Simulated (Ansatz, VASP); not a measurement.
**One calculation of CdH, two programs**

```
Cd H
1.0
     0.00000    2.41956    2.41956
     2.41956    0.00000    2.41956
     2.41956    2.41956    0.00000
Cd H
1 1
Direct
  0.00000 0.00000 0.00000
  0.50000 0.50000 0.50000
```

Alike in both runs: functional PBE; k mesh 8 × 8 × 8; occupations gaussian, width 0.1 eV; no spin polarisation.

Ansatz relaxed the structure, and its values are those at the end. VASP's run is a single point on that final structure, the one shown.

|  | VASP | Ansatz |
| --- | --- | --- |
| version | VASP 6.6.1 | Ansatz 0.2.0 |
| potentials or method | VASP PAW PBE potentials, release 64 (Cd, H) | scalar-relativistic, plane waves, PAW |
| plane-wave cutoff (eV) | 520 | 420 |
| valence electrons in the cell | 13 | 21 |

Ansatz gave:

| Quantity | Value |
| --- | --- |
| gap on the k mesh at the Fermi level (eV) | none |
| pressure (GPa) | 0.1 |

Problem. Which values does VASP return?

Solution. gap on the k mesh at the Fermi level (eV): none; pressure (GPa): 0.3.

A gap of «none» marks a metal or a gap that the smearing closes. The two sets of potentials don't hold the same shells in valence.
